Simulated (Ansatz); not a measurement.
input.yaml (Ansatz 0.2.0):

```yaml
crystal:
  lattice:
    - [3.2300271139, 0.0, 0.0]
    - [-1.6150135569, 2.7972855355, 0.0]
    - [0.0, 0.0, 5.214370136]
  atoms:
    - { symbol: Zn, position: [0.3333333333, 0.6666666667, 0.0015876069] }
    - { symbol: Zn, position: [0.6666666667, 0.3333333333, 0.5015876069] }
    - { symbol: O, position: [0.3333333333, 0.6666666667, 0.3805123931] }
    - { symbol: O, position: [0.6666666667, 0.3333333333, 0.8805123931] }
basis:
  ecutwfc: 420
  ecutrho_ratio: 4
kpoints:
  mp_grid: { grid: [12, 12, 6] }
  band_path:
    path:
      - [[0.0, 0.0, 0.0], [0.5, 0.0, 0.0], [0.33333333, 0.33333333, 0.0], [0.0, 0.0, 0.0], [0.0, 0.0, 0.5], [0.5, 0.0, 0.5], [0.33333333, 0.33333333, 0.5], [0.0, 0.0, 0.5]]
      - [[0.5, 0.0, 0.5], [0.5, 0.0, 0.0]]
      - [[0.33333333, 0.33333333, 0.5], [0.33333333, 0.33333333, 0.0]]
    npoints: 14
hamiltonian:
  xc: pbesol
scf:
  occupations: { method: gaussian, width: 0.05 }
  n_extra_bands: 15
output:
  forces: true
  stress: true
  eigenvalues: true
  populations: true
  dos: { projected: true, de: 0.02, nscf_kmesh: { grid: [18, 18, 9] } }
  bader: false
```

The chain of runs began from a measured cell (COD), expanded in volume.

The output:

```
scf.n_extra_bands = 15 over 18 filled bands (N_el = 36.0): the run solves 33 bands
Pseudopotentials: kind: paw
Pseudopotential: Zn, paw, valence charge 12, recommended cutoff 420 eV (normal), Zn.paw.azcp
Pseudopotential: O, paw, valence charge 6, recommended cutoff 420 eV (normal), O.paw.azcp
Crystal: 4 atoms, lattice volume = 47.113 Å³
Basis set: ecut = 420 eV, 941 PW (Γ), exchange–correlation on 48×48×72 points (8 copies of the dense FFT grid, shifted against one another)
Bands: 33, of which v1, the nominal top of the filled ones, is band 18 counted from 1 (17 counted from 0)
Symmetry: 12 space group operations
Space group: P63mc (ITA 186), of the structure as read, at distance tolerance 3.6e-5 Å
k-points: 76 of 864 (time reversal used)
Initial density: superposition of atomic densities (neutral atoms: chi_scale 0, normalization atom), corrected by the library's trained network
Initial wavefunctions: pseudopotential atomic-orbital guess
Functional: x = pbesol(κ = 0.804, μ = 0.12346), c = pbesol(β = 0.046)
```

SCF trace (energy estimate counted from the last row):
```
iteration   ΔE (eV)  density residual (eV)
        1    -0.025                9.44e-2
        2  -2.7e-04                1.64e-3
        3   3.0e-06                3.37e-4
        4  -3.6e-05                6.82e-5
        5   6.0e-06                5.63e-6
        6     0.000                8.89e-8
```

```
SCF 1 converged in 6 iterations: F = -7684.258103 eV  dr2 = 8.89e-8
NSCF: frozen V_eff on 129 k-points
NSCF: frozen V_eff on 185 k-points
SCF converged after 6 iterations
Free energy (F): -7684.258103 eV
E sigma→0 (E₀):  -7684.258103 eV
Fermi energy:    7.577293 eV
--- Forces (eV/Å), atoms counted from 1 ---
  atom   1  Zn     0.00000000     0.00000000    -0.00016931
  atom   2  Zn     0.00000000     0.00000000    -0.00016931
  atom   3  O      0.00000000     0.00000000     0.00012485
  atom   4  O      0.00000000     0.00000000     0.00012485
--- Stress (GPa, compression-positive) ---
       -0.009225       0.000000       0.000000
        0.000000      -0.009225       0.000000
        0.000000       0.000000       0.001066
  P = ⅓ Tr σ = -0.0058 GPa (-0.058 kbar)
--- Löwdin populations: 4 sites ---
  site symbol       q [e]
     0     Zn     10.5792
     1     Zn     10.5792
     2      O      7.2403
     3      O      7.2403
```

In short (PBEsol): pressure 0.0 GPa, gap on the mesh 0.70 eV.

Semilocal functionals underestimate band gaps, commonly by a third or more.
